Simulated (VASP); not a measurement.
# Ta: intraband terms of a metal's spectrum

Ta, P6_3/mmc (no. 194), 2 atoms in the cell. PBE, independent-particle dielectric function; PAW potentials Ta_pv (PBE set).

## Input

INCAR.step1:
```
  EDIFF = 1E-7
  ENCUT = 260
  ISMEAR = 1
  KPAR = 4
  LASPH = True
  LCHARG = True
  LMAXMIX = 4
  LWAVE = False
  PREC = Accurate
  SIGMA = 0.1
```

INCAR.step2:
```
  CSHIFT = 0.1
  EDIFF = 1E-6
  ENCUT = 260
  ICHARG = 11
  ISMEAR = 0
  KPAR = 4
  LASPH = True
  LCHARG = False
  LMAXMIX = 4
  LWAVE = True
  NBANDS = 29
  NEDOS = 3000
  OMEGAMAX = 30
  PREC = Accurate
  SIGMA = 0.3
```

INCAR.step3, as INCAR.step2 but for:
```
- LWAVE = True
+ ALGO = None
+ ISTART = 1
+ LOPTICS = True
+ LWAVE = False
+ NELM = 1
```

INCAR.step4, as INCAR.step3 but for:
```
+ WPLASMAI = 0.03
```

INCAR.step5 to INCAR.step6 change the same tag again: WPLASMAI = 0.1, 0.3.

INCAR.step7, as INCAR.step6 but for:
```
- WPLASMAI = 0.3
+ RTIME = 1
```

INCAR.step8, as INCAR.step7 but for:
```
- RTIME = 1
+ RTIME = 20
```

INCAR.step9, as INCAR.step8 but for:
```
- RTIME = 20
+ LNABLA = True
```

INCAR.step10, as INCAR.step9 but for:
```
- ISMEAR = 0
- LNABLA = True
+ ISMEAR = -5
```

KPOINTS.step1:
```
k-points
0
Gamma
  11 11 5
```

KPOINTS.step2:
```
k-points
0
Gamma
  16 16 8
```

POSCAR:
```
Ta
1.0
    2.9003720726      0.0000000000      0.0000000000
   -1.4501860363      2.5117958953      0.0000000000
    0.0000000000      0.0000000000      5.1662740000
Ta
2
Direct
    0.3333333333      0.6666666667      0.2500000000
    0.6666666667      0.3333333333      0.7500000000
```

Commands (each step's output is kept before the next begins):
```
cat potpaw_PBE.64/Ta_pv/POTCAR > POTCAR
cp INCAR.step1 INCAR
cp KPOINTS.step1 KPOINTS
mpirun -np 4 vasp_std > vasp.out
cp INCAR.step2 INCAR
cp KPOINTS.step2 KPOINTS
mpirun -np 4 vasp_std > vasp.out
cp INCAR.step3 INCAR
mpirun -np 4 vasp_std > vasp.out
cp INCAR.step4 INCAR
mpirun -np 4 vasp_std > vasp.out
cp INCAR.step5 INCAR
mpirun -np 4 vasp_std > vasp.out
cp INCAR.step6 INCAR
mpirun -np 4 vasp_std > vasp.out
cp INCAR.step7 INCAR
mpirun -np 4 vasp_std > vasp.out
cp INCAR.step8 INCAR
mpirun -np 4 vasp_std > vasp.out
cp INCAR.step9 INCAR
mpirun -np 4 vasp_std > vasp.out
cp INCAR.step10 INCAR
mpirun -np 4 vasp_std > vasp.out
```

## Result

- Bands: 29

One ground state, settings moved in the last step alone:

| Settings | Plasma frequency (eV) | Im ε at 0.5 eV | Im ε at 1 eV | Im ε at 2 eV | Im ε at 4 eV | Time (s) |
|---|---|---|---|---|---|---|
| interband part alone | 6.61 | 57.4 | 35.8 | 23.8 | 14.8 | 10 |
| Drude term, WPLASMAI 0.03 | 6.61 | 67.9 | 37.1 | 24.0 | 14.8 | 10 |
| Drude term, WPLASMAI 0.1 | 6.61 | 91.1 | 40.1 | 24.4 | 14.9 | 11 |
| Drude term, WPLASMAI 0.3 | 6.61 | 134.6 | 47.8 | 25.4 | 15.0 | 9 |
| relaxation time RTIME 1 fs | 6.61 | 141.7 | 55.8 | 27.1 | 15.3 | 8 |
| relaxation time RTIME 20 fs | 6.61 | 68.9 | 37.2 | 24.0 | 14.8 | 10 |
| transversal form (LNABLA) | 6.32 | 51.0 | 30.8 | 20.6 | 13.1 | 10 |
| tetrahedron method | – | – | – | – | – | no result |

Limits: Spin-orbit coupling is left out, which can matter with atoms this heavy.

VASP 6.6.1 took 84 s on 4 cores (Intel Xeon Platinum 8259CL @ 2.50GHz (Skylake/Cascade Lake)), a shared host.
